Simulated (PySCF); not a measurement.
Isomers of C4H10O, mass 74.073 u with the commonest isotopes. Method used: PBE0-D3(BJ)/def2-SVP geometry optimisation, gas phase (PySCF). One conformer each, none proved a minimum here; rigid rotors.

Question: Order these by out-of-plane moment Σ m c² = (Ia + Ib − Ic)/2, smallest first.
A. `[CH3:1][O:2][CH:3]([CH3:4])[CH3:5]` with C1–O2–C3–C4 -163°
B. `[CH3:1][CH2:2][CH2:3][O:4][CH3:5]` with C1–C2–C3–O4 180°, C2–C3–O4–C5 180°
C. `CC(C)(C)O`

Answer: B (6.37 u·Å²), A (10.12 u·Å²), C (50.95 u·Å²).

Question: Order these by rotational constant B, largest first.
A. `CC(C)(C)O`
B. `[CH3:1][CH2:2][CH2:3][O:4][CH3:5]` with C1–C2–C3–O4 180°, C2–C3–O4–C5 180° (methyl propyl ether)
C. `[CH3:1][O:2][CH:3]([CH3:4])[CH3:5]` with C1–O2–C3–C4 -163°
D. `[CH3:1][CH:2]([CH3:3])[CH2:4][OH:5]` with C1–C2–C4–O5 60°, C2–C4–O5–H -174°

Answer: A (4721 MHz), C (3829 MHz), D (3567 MHz), B (2132 MHz).

Question: Order these by rotational constant A, smallest first.
A. `[CH3:1][O:2][CH:3]([CH3:4])[CH3:5]` with C1–O2–C3–C4 -163°
B. `CC(C)(C)O`
C. `[CH3:1][CH2:2][CH2:3][O:4][CH3:5]` with C1–C2–C3–O4 180°, C2–C3–O4–C5 180° (methyl propyl ether)

Answer: B (4745 MHz), A (7624 MHz), C (20307 MHz).

| SMILES | point group | Ia (u·Å²) | Ib (u·Å²) | Ic (u·Å²) | κ | μa (D) | μb (D) | μc (D) |
| --- | --- | --- | --- | --- | --- | --- | --- | --- |
| CC(C)(C)O | Cs | 106.51 | 107.05 | 111.66 | 0.78 | 1.31 | 0.05 | 0.70 |
| COC(C)C | C1 | 66.29 | 131.98 | 178.03 | -0.59 | 0.05 | 0.82 | 0.84 |
| CC(C)CO | C1 | 66.12 | 141.70 | 188.04 | -0.65 | 0.28 | 1.08 | 0.89 |
| CCCOC | Cs | 24.89 | 237.10 | 249.25 | -0.99 | 0.00 | 1.07 | 0.00 |
